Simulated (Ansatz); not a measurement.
Crystal: PtS2.

```
Pt S
1.0
     3.54320    0.00000    0.00000
    -1.77160    3.06850    0.00000
     0.00000    0.00000    5.03880
Pt S
1 2
Direct
  0.00000 0.00000 0.00000
  0.66667 0.33333 0.77300
  0.33333 0.66667 0.22700
```

Base run:

- Program: Ansatz 0.2.0
- Functional: PBEsol
- Potentials or basis: Ansatz PAW
- Cutoff: 420 eV
- Density cutoff: 1680 eV
- k mesh: 9 × 9 × 5
- Occupations: fermi-dirac, width 0.05 eV
- Spin: no spin polarisation

Its results: band gap on the k mesh 0.95 eV, indirect (least direct gap 0.99 eV); pressure 6.4 GPa; largest force 0.952 eV/Å.

Task: The run is repeated on the same cell with these changes: functional from PBEsol to PBE. What comes out?

Result: Band gap on the k mesh 1.02 eV, indirect (least direct gap 1.07 eV); pressure 11.6 GPa; largest force 1.257 eV/Å.

PBE binds less tightly than PBEsol, so the same cell stands under more pressure.

Caveats: spin-orbit coupling is left out, which moves the levels of the heavy elements; the PAW data sets come from PBE, with cores solved anew for the run's functional, which leaves a small shift of forces and pressure (some runs); forces of over 1 eV/Å show positions far from the minimum, so gaps and moduli don't describe the material at rest (some runs).

Not every run made on this cell is shown here.
